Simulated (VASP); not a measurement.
Sb: single point with LDA

Sb:

```xyz
1
Lattice="0.0000 2.2314 2.6777 2.2314 0.0000 2.6777 2.2314 2.2314 0.0000" Properties=species:S:1:pos:R:3 pbc="T T T"
Sb    0.0000    0.0000    0.0000
```

This isn't the form of Sb at room conditions, which is rhombohedral.

```json
{
 "Program": "VASP 6.6.1",
 "Task": "single point",
 "Functional": "LDA",
 "Potentials or basis": "VASP PAW LDA potentials, release 64 (Sb)",
 "Cutoff": "520 eV",
 "k mesh": "20 × 20 × 20",
 "Occupations": "gaussian, width 0.15 eV",
 "Spin": "no spin polarisation",
 "Dipole correction": "no",
 "Further INCAR settings": "ALGO = Fast; EDIFF = 1e-06; NBANDS = 8"
}
```

The pressure is -1.6 GPa and the band gap on the k mesh is none (metal or under the smearing width).

Stress tensor (GPa, compression positive):
```
-1.75  0.00  0.00
 0.00 -1.75  0.00
 0.00  0.00 -1.41
```

Levels at points of the mesh, in eV from the Fermi level:
```
           k point  band 1  band 2  band 3  band 4  band 5  band 6  band 7  band 8
(0.00, 0.00, 0.00)  -13.03    4.75    5.42    5.42    9.25   10.49   10.49   10.69
(0.50, 0.00, 0.00)   -9.20   -5.83    1.89    5.24    6.29    9.97   10.45   10.47
(0.50, 0.50, 0.00)   -9.22   -5.67    1.98    1.98    5.81    5.99   16.87   16.93
(0.50, 0.00, 0.50)   -6.76   -4.46   -0.95    0.55    3.55    4.40   15.13   15.74
```

Run time: 46 s on 1 thread of Intel(R) Xeon(R) 6975P-C (Granite Rapids), with other jobs on the host, peak memory 0.25 GiB.

The run has no spin-orbit coupling, so splittings on Sb are missing.
